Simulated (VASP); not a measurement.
# AlP (F-43m) in VASP: settings compared

Aim: see how the results for AlP move with the level of theory and the settings. Levels: PBEsol, LDA. Tasks: single point.

All numbers are computed with VASP 6.6.1; they aren't measurements. Logs are shortened: lines on timing, memory, paths and dates and some standing lists are left out, and cuts for length are marked.

**Measured values to compare with.**

A printed reference work, data compilation reports, for a bulk crystal of AlP at 4.2 K: band gap 2.505 eV (indirect).

The runs below are set against these values where they give the same quantity.

**1. The cell of the first run**

It takes space group F-43m (No. 216, cubic). The conventional cell has a = 5.470 Å, b = 5.470 Å, c = 5.470 Å, α = 90.00°, β = 90.00°, γ = 90.00°. Al (site symmetry -43m) has 4 P at 2.37 Å within 3.1 Å. Within 3.1 Å of P (site symmetry -43m) lie 4 Al at 2.37 Å.

**2. Single point, PBEsol**

The input, INCAR:

```
SYSTEM = AlP
  PREC = Accurate
  ENCUT = 500
  EDIFF = 1E-6
  ISMEAR = -1
  SIGMA = 0.02
  LREAL = .False.
  LASPH = .True.
  NELM = 120
  ALGO = Normal
  ISIF = 2
  LWAVE = .False.
  LCHARG = .False.
  GGA = PS
  NBANDS = 11
  GGA_COMPAT = .False.
```

The input, KPOINTS:

```
regular mesh
0
Gamma
  8 8 8
  0 0 0
```

The input, POSCAR:

```
AlP
1.0
    0.0000000000      2.7352007597      2.7352007597
    2.7352007597      0.0000000000      2.7352007597
    2.7352007597      2.7352007597      0.0000000000
Al P
1 1
Direct
    0.0000000000      0.0000000000      0.0000000000
    0.2500000000      0.2500000000      0.2500000000
```

Potentials or basis: VASP PAW PBE potentials, release 64 (Al, P).

Run with:

```bash
cat potpaw_PBE.64/Al/POTCAR potpaw_PBE.64/P/POTCAR > POTCAR
mpirun -np 1 vasp_std > vasp.out
```

OUTCAR:

```text
SYSTEM = AlP
   PREC = Accurate
   ENCUT = 500
   EDIFF = 1E-6
   ISMEAR = -1
   LREAL = .False.
   LASPH = .True.
   NELM = 120
   ISIF = 2
   GGA = PS

 ion  position               nearest neighbor table
   1  0.000  0.000  0.000-   2 2.37   2 2.37   2 2.37   2 2.37
   2  0.250  0.250  0.250-   1 2.37   1 2.37   1 2.37   1 2.37

  LATTYP: Found a face centered cubic cell.
 ALAT       =     5.4704015194

  Lattice vectors:

 A1 = (   0.0000000000,   2.7352007597,   2.7352007597)
 A2 = (   2.7352007597,   0.0000000000,   2.7352007597)
 A3 = (   2.7352007597,   2.7352007597,   0.0000000000)

Analysis of symmetry for initial positions (statically):
=====================================================================
 Subroutine PRICEL returns:
 Original cell was already a primitive cell.

 Routine SETGRP: Setting up the symmetry group for a
 face centered cubic supercell.

 Subroutine GETGRP returns: Found 24 space group operations
 (whereof 24 operations were pure point group operations)
 out of a pool of 48 trial point group operations.

The static configuration has the point symmetry T_d .

Analysis of symmetry for dynamics (positions and initial velocities):
=====================================================================
 Subroutine PRICEL returns:
 Original cell was already a primitive cell.

 Routine SETGRP: Setting up the symmetry group for a
 face centered cubic supercell.

 Subroutine GETGRP returns: Found 24 space group operations
 (whereof 24 operations were pure point group operations)
 out of a pool of 48 trial point group operations.

The dynamic configuration has the point symmetry T_d .

 Subroutine INISYM returns: Found 24 space group operations
 (whereof 24 operations are pure point group operations),
 and found     1 'primitive' translations

----------------------------------------------------------------------------------------

                                     Primitive cell

  volume of cell :      40.9258

  direct lattice vectors                    reciprocal lattice vectors
     0.000000000  2.735200760  2.735200760    -0.182801938  0.182801938  0.182801938
     2.735200760  0.000000000  2.735200760     0.182801938 -0.182801938  0.182801938
     2.735200760  2.735200760  0.000000000     0.182801938  0.182801938 -0.182801938

  length of vectors
     3.868158010  3.868158010  3.868158010     0.316622245  0.316622245  0.316622245

  position of ions in fractional coordinates (direct lattice)
     0.000000000  0.000000000  0.000000000
     0.250000000  0.250000000  0.250000000

  ion indices of the primitive-cell ions
   primitive index   ion index
                 1           1
                 2           2

----------------------------------------------------------------------------------------

 KPOINTS: regular mesh

Automatic generation of k-mesh.
 Grid dimensions read from file:
 generate k-points for:    8    8    8

 Generating k-lattice:

  Cartesian coordinates                     Fractional coordinates (reciprocal lattice)
    -0.022850242  0.022850242  0.022850242     0.125000000  0.000000000  0.000000000
     0.022850242 -0.022850242  0.022850242     0.000000000  0.125000000  0.000000000
     0.022850242  0.022850242 -0.022850242     0.000000000  0.000000000  0.125000000

  Length of vectors
     0.039577781  0.039577781  0.039577781

  Shift w.r.t. Gamma in fractional coordinates (k-lattice)
     0.000000000  0.000000000  0.000000000

 Subroutine IBZKPT returns following result:
 ===========================================

 Found     29 irreducible k-points:

 Following reciprocal coordinates:
            Coordinates               Weight
  0.000000  0.000000  0.000000      1.000000
  0.125000  0.000000  0.000000      8.000000
  0.250000  0.000000  0.000000      8.000000
  0.375000  0.000000  0.000000      8.000000
  0.500000  0.000000  0.000000      4.000000
  0.125000  0.125000  0.000000      6.000000
[... 16 lines left out ...]
  0.500000  0.250000  0.125000     48.000000
 -0.375000  0.250000  0.125000     24.000000
 [... further k-points ...]
   k-points           NKPTS =     29   k-points in BZ     NKDIM =     29   number of bands    NBANDS=     11
   number of dos      NEDOS =    301   number of ions     NIONS =      2
   total plane-waves  NPLWV =  21952
   dimension x,y,z NGX =    28 NGY =   28 NGZ =   28
   dimension x,y,z NGXF=    56 NGYF=   56 NGZF=   56
   ions per type =               1   1
   NGX,Y,Z   is equivalent  to a cutoff of  12.03, 12.03, 12.03 a.u.
   NGXF,Y,Z  is equivalent  to a cutoff of  24.07, 24.07, 24.07 a.u.
 SYSTEM =  AlP
   PREC   = accura    normal or accurate (medium, high low for compatibility)
   ISTART =      0    job   : 0-new  1-cont  2-samecut
   ICHARG =      2    charge: 1-file 2-atom 10-const
   ISPIN  =      1    spin polarized calculation?
   LNONCOLLINEAR =      F non collinear calculations
   LSORBIT =      F    spin-orbit coupling
   LASPH  =      T    aspherical Exc in radial PAW
   ENCUT  =  500.0 eV  36.75 Ry    6.06 a.u.   7.05  7.05  7.05*2*pi/ulx,y,z
   NELM   =    120;   NELMIN=  2; NELMDL= -5     # of ELM steps
   EDIFF  = 0.1E-05   stopping-criterion for ELM
   LREAL  =      F    real-space projection
   EDIFFG = 0.1E-04   stopping-criterion for IOM
   NSW    =      0    number of steps for IOM
   IBRION =     -1    ionic relax: 0-MD 1-quasi-New 2-CG
   NFREE  =      0    steps in history (QN), initial steepest desc. (CG)
   ISIF   =      2    stress and relaxation
   ISYM   =      2    0-nonsym 1-usesym 2-fastsym
   POTIM  = 0.5000    time-step for ionic-motion
   TEBEG  =    0.0;   TEEND  =   0.0 temperature during run
   PSTRESS=    0.0 pullay stress
   NELECT =       8.0000    total number of electrons
   NUPDOWN=      -1.0000    fix difference up-down
   EMIN   =  10.00;   EMAX   =-10.00  energy-range for DOS
   EFERMI =   0.00;   METHOD = LEGACY
   ISMEAR =    -1;   SIGMA  =   0.02  broadening in eV -4-tet -1-fermi 0-gaus
   EFERMI_NEDOS =   21; number of points for ismear=-14 and -15
   IALGO  =     38    algorithm
   IMIX   =      4    mixing-type and parameters
     AMIX     =   0.40;   BMIX     =  1.00
     AMIX_MAG =   1.60;   BMIX_MAG =  1.00
  volume/ion in A,a.u.               =      20.46       138.09
  Fermi-wavevector in a.u.,A,eV,Ry     =   0.950106  1.795441 12.282011  0.902702
  Thomas-Fermi vector in A             =   2.078452
   LORBIT       =      0    0 simple, 1 ext, 2 COOP (PROOUT), +10 PAW based schemes
   GGA     = PS    functional components
   LHFCALC =     F    Hartree Fock is set to
   AEXX    =    0.0000 exact exchange contribution
   IVDW    =     0    specifies the selected vdW correction
   LEPSILON=     F    determine dielectric tensor
   LRPA    =     F    only Hartree local field effects (RPA)
 non-spin polarized calculation
  energy-cutoff  :      500.00
  volume of cell :       40.93
 maximum number of plane-waves:      1056
   NGX = 15   NGY = 15   NGZ = 15

 number of electron       8.0000000 magnetization

 Free energy of the ion-electron system (eV)
  ---------------------------------------------------
  ext. energy  EPLUGINS =         0.00000000
  ---------------------------------------------------
  free energy    TOTEN  =       -10.99516510 eV

  energy without entropy =      -10.99516510  energy(sigma->0) =      -10.99516510

 E-fermi :   4.8611     XC(G=0):  -9.3431

 val. band max:        4.4831409142   @ k =   0.0000   0.0000   0.0000
 cond. band min:       5.9326519579   @ k =   0.5000   0.5000   0.0000
 fundamental gap:      1.4495110437
 Fermi energy:         4.8611411090

 k-point     1 :       0.0000    0.0000    0.0000
  band No.  band energies     occupation
      1      -7.0117      2.00000
      2       4.4831      2.00000
      3       4.4831      2.00000
      4       4.4831      2.00000
      5       7.6385      0.00000
      6       8.9874      0.00000
      7       8.9874      0.00000
      8       8.9874      0.00000
      9      13.2789      0.00000
     10      13.2789      0.00000
     11      14.5388      0.00000

 k-point     2 :       0.1250    0.0000    0.0000
  band No.  band energies     occupation
      1      -6.8392      2.00000
      2       3.2433      2.00000
      3       4.3342      2.00000
      4       4.3342      2.00000
      5       8.0811      0.00000
      6       9.2709      0.00000
      7       9.2709      0.00000
      8       9.4858      0.00000
      9      12.7691      0.00000
     10      12.7691      0.00000
     11      15.1810      0.00000

 k-point     3 :       0.2500    0.0000    0.0000
  band No.  band energies     occupation
      1      -6.3534      2.00000
      2       1.2867      2.00000
      3       4.0393      2.00000
      4       4.0393      2.00000
      5       7.7081      0.00000
      6       9.5713      0.00000
      7       9.5713      0.00000
      8      11.2897      0.00000
      9      12.7384      0.00000
     10      12.7384      0.00000
     11      14.6379      0.00000

 k-point     4 :       0.3750    0.0000    0.0000
  band No.  band energies     occupation
      1      -5.6993      2.00000
      2      -0.3582      2.00000
      3       3.8040      2.00000
      4       3.8040      2.00000
      5       7.3309      0.00000
      6       9.3749      0.00000
      7       9.3749      0.00000
      8      12.4671      0.00000
      9      14.1336      0.00000
     10      14.1336      0.00000
     11      14.9354      0.00000

 k-point     5 :       0.5000    0.0000    0.0000
  band No.  band energies     occupation
      1      -5.3274      2.00000
      2      -1.0725      2.00000
      3       3.7188      2.00000
      4       3.7188      2.00000
      5       7.1950      0.00000
      6       9.2298      0.00000
      7       9.2298      0.00000
      8      12.5476      0.00000
      9      15.9789      0.00000
     10      15.9789      0.00000
     11      16.1254      0.00000
[... 211 lines left out ...]
 k-point    21 :       0.5000    0.5000    0.0000
  band No.  band energies     occupation
      1      -4.6643      2.00000
      2      -0.8377      2.00000
      3       2.3707      2.00000
      4       2.3707      2.00000
      5       5.9327      0.00000
      6       6.8526      0.00000
      7      15.4275      0.00000
      8      15.4275      0.00000
      9      16.3692      0.00000
     10      16.5386      0.00000
     11      16.5386      0.00000

 k-point    22 :       0.3750    0.2500    0.1250
  band No.  band energies     occupation
      1      -5.9421      2.00000
      2       0.9676      2.00000
      3       2.5703      2.00000
      4       3.5636      2.00000
      5       8.2513      0.00000
      6       9.2206      0.00000
      7       9.8388      0.00000
      8      11.2281      0.00000
      9      12.7427      0.00000
     10      15.1925      0.00000
     11      17.2580      0.00000

 k-point    23 :       0.5000    0.2500    0.1250
  band No.  band energies     occupation
      1      -5.3429      2.00000
      2      -0.1452      2.00000
      3       2.0009      2.00000
      4       3.1766      2.00000
      5       8.3447      0.00000
      6       9.1873      0.00000
      7      10.4351      0.00000
      8      11.5151      0.00000
      9      13.8722      0.00000
     10      15.7086      0.00000
     11      17.1847      0.00000

 k-point    24 :      -0.3750    0.2500    0.1250
  band No.  band energies     occupation
      1      -5.0139      2.00000
      2      -0.7073      2.00000
      3       1.8661      2.00000
      4       2.9876      2.00000
      5       8.3419      0.00000
      6       8.9182      0.00000
      7      11.3028      0.00000
      8      12.0942      0.00000
      9      13.3850      0.00000
     10      15.8213      0.00000
     11      17.1344      0.00000

 [... further k-points ...]
[... 5 lines left out ...]
  --------------------------------------------------------------------------------------
  -------------------------------------------------------------------------------------
  Total        0.0098868      0.0098868      0.0098868      0.0000000      0.0000000     -0.0000000
  in kB        0.3870528      0.3870528      0.3870528      0.0000000      0.0000000     -0.0000000
  external PRESSURE =       0.3870528 kB  Pullay stress =       0.0000000 kB

 VOLUME and BASIS-vectors are now :
 -----------------------------------------------------------------------------
  energy-cutoff  :      500.00
  volume of cell :       40.93
      direct lattice vectors                 reciprocal lattice vectors
     0.000000000  2.735200760  2.735200760    -0.182801938  0.182801938  0.182801938
     2.735200760  0.000000000  2.735200760     0.182801938 -0.182801938  0.182801938
     2.735200760  2.735200760  0.000000000     0.182801938  0.182801938 -0.182801938

 POSITION                                       TOTAL-FORCE (eV/Angst)
 -----------------------------------------------------------------------------------
      0.00000      0.00000      0.00000        -0.000000     -0.000000     -0.000000
      1.36760      1.36760      1.36760         0.000000      0.000000      0.000000
 -----------------------------------------------------------------------------------
    total drift:                                0.000000      0.000000      0.000000

  FREE ENERGIE OF THE ION-ELECTRON SYSTEM (eV)
  ---------------------------------------------------
  free  energy   TOTEN  =       -10.9951650992 eV

  energy  without entropy=      -10.9951650992  energy(sigma->0) =      -10.99516510
```

It took 9 s on 1 thread of Intel Xeon 6975P-C, shared host; peak memory 0.15 GiB.

What came out:

```
Free energy            : -10.9952 eV
Pressure               : 0.0 GPa
Band gap on the k mesh : 1.45 eV, indirect (least direct gap 3.16 eV)
```

Levels at points of the mesh, in eV from the valence-band top:
```
           k point  band 1  band 2  band 3  band 4  band 5  band 6  band 7  band 8
(0.00, 0.00, 0.00)  -11.49    0.00    0.00    0.00    3.16    4.50    4.50    4.50
(0.50, 0.00, 0.00)   -9.81   -5.56   -0.76   -0.76    2.71    4.75    4.75    8.06
(0.50, 0.50, 0.00)   -9.15   -5.32   -2.11   -2.11    1.45    2.37   10.94   10.94
```

Caveat: the PAW data sets were made with another functional, which shifts forces and pressure a little.

**3. Single point, LDA**

This run uses another cell than the first one, of 20.06 Å³/atom, 0.980 times its volume.

The input, INCAR:

```
SYSTEM = AlP
PREC = Accurate ; ENCUT = 500
EDIFF = 1E-6 ; ISMEAR = -1
SIGMA = 0.02 ; LREAL = .False.
LASPH = .True. ; NELM = 120
ALGO = Normal ; ISIF = 2
LWAVE = .False. ; LCHARG = .False.
GGA = CA ; NBANDS = 11
GGA_COMPAT = .False.
```

KPOINTS is that of step 2.

The input, POSCAR:

```
AlP
1.0
    0.0000000000      2.7171146422      2.7171146422
    2.7171146422      0.0000000000      2.7171146422
    2.7171146422      2.7171146422      0.0000000000
Al P
1 1
Direct
    0.0000000000      0.0000000000      0.0000000000
    0.2500000000      0.2500000000      0.2500000000
```

Potentials or basis: VASP PAW LDA potentials, release 64 (Al, P).

Run with:

```bash
cat potpaw_LDA.64/Al/POTCAR potpaw_LDA.64/P/POTCAR > POTCAR
mpirun -np 1 vasp_std > vasp.out
```

It took 6.4 s on 1 thread of Intel Xeon 6975P-C, shared host; peak memory 0.14 GiB.

The run converged. Its results:

```yaml
Free_energy: -11.4122 eV
Pressure: 0.0 GPa
Band_gap_on_the_k_mesh: 1.41 eV, indirect (least direct gap 3.24 eV)
```

Levels at points of the mesh, in eV from the valence-band top:
```
           k point  band 1  band 2  band 3  band 4  band 5  band 6  band 7  band 8  band 9
(0.00, 0.00, 0.00)  -11.59    0.00    0.00    0.00    3.24    4.49    4.49    4.49    8.83
(0.50, 0.00, 0.00)   -9.85   -5.64   -0.78   -0.78    2.72    4.74    4.74    8.11   11.55
(0.50, 0.50, 0.00)   -9.17   -5.40   -2.15   -2.15    1.41    2.33   11.01   11.01   11.98
```

**4. Against experiment**

Step 2. Measured gap of AlP: 2.505 eV (indirect; 4.2 K; a printed reference work, data compilation). This calculation gives 1.45 eV (-1.06 eV). The value is that of PBEsol on a finite k mesh, which can miss the band edges, without temperature or zero-point motion. Semilocal functionals fall short of measured gaps as a rule.

Step 3. A measured gap of AlP is 2.505 eV (indirect; 4.2 K; a printed reference work, data compilation); the calculated 1.41 eV misses it by -1.09 eV. The value is that of LDA on a finite k mesh, which can miss the band edges, without temperature or zero-point motion. Semilocal functionals fall short of measured gaps as a rule.
